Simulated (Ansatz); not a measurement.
Runs of Ansatz 0.2.0 on Bi2Se3 (Paraguanajuatite). It takes space group R-3m (No. 166, trigonal). The conventional cell has a = 4.143 Å, b = 4.143 Å, c = 28.636 Å, α = 90.00°, β = 90.00°, γ = 120.00°. Around Bi (site symmetry 3m) lie 6 Se at 2.85 to 3.07 Å. Around Se (site symmetry 3m) lie 3 Bi at 2.85 Å. Se (site symmetry -3m) has 6 Bi at 3.07 Å as nearest neighbours. 

```csv
level,gap on the mesh (eV),pressure (GPa),relaxed volume (Å³/atom)
BLYP,0.83,0.0,43.29
LDA,0.03,0.0,(c)
PBEsol,0.12,0.0,28.16
PBE,(b),0.0,31.62
RPBE,(a),0.0,37.20
```

Alike in all rows: task relaxation of cell and atoms; potentials or basis Ansatz PAW; no spin polarisation; cell relaxed; k mesh 8 × 8 × 8; cutoff (eV) 420; smearing fermi-dirac 0.05 eV.

Problem. Estimate the missing entries.

Solution. (a) 0.91; (b) 0.69; (c) 27.13.

Caveats: the plane-wave basis is chosen anew once the cell has moved, so the energies of steps on either side of that aren't comparable; spin-orbit coupling is left out, which as a rule narrows the gap of such compounds by several tenths of an eV; the PAW data sets come from PBE, with cores solved anew for the run's functional, which leaves a small shift of forces and pressure (some runs); the volume moved by over 15 % at a fixed basis, so the end points are rough (some runs).

A k mesh can miss the band edges, and the runs leave out spin-orbit coupling on Bi, Se.
